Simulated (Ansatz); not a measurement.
Input and command of a plane-wave DFT calculation in Ansatz:

```yaml
crystal:
  lattice:
    - [3.3105533599, 0.0, 0.0]
    - [-1.6552766799, 2.8670233102, 0.0]
    - [0.0, 0.0, 17.9928462332]
  atoms:
    - { symbol: Te, position: [0.3333333333, 0.6666666667, 0.8969856804] }
    - { symbol: Te, position: [0.3333333333, 0.6666666667, 0.1030143196] }
    - { symbol: Mo, position: [0.0, 0.0, 0.0] }
basis:
  ecutwfc: 420
kpoints:
  mp_grid: { grid: [12, 12, 2] }
hamiltonian:
  xc: lda
scf:
  occupations: { method: gaussian, width: 0.02 }
output:
  forces: true
  stress: true
  eigenvalues: true
relax:
  adjacent_minimum: "off"
  f_tol: 0.008
  max_steps: 40
  cell: { stress_tol: 0.015, fix: [a, b, gamma] }
```

```bash
ansatz run input.yaml --threads 1 --pin off --max-ram 2560MiB --backend cpu --events-out ev --progress --plain --runs-dir out
```

Processor: Intel(R) Xeon(R) Processor @ 2.50GHz (Skylake/Cascade Lake), 1 thread, on a host shared with other jobs.

**Question.** Estimate time, memory and problem size.

**Answer.** About 2.2 min on 1 thread of Intel(R) Xeon(R) Processor @ 2.50GHz (Skylake/Cascade Lake), on a shared host, peak memory 0.48 GiB. It solves 28 bands at 38 k points (the mesh reduced by the symmetry that the task leaves, which can be less than the crystal's) with about 3397 plane waves (on the last cell), in 32 SCF iterations over 4 ionic steps.
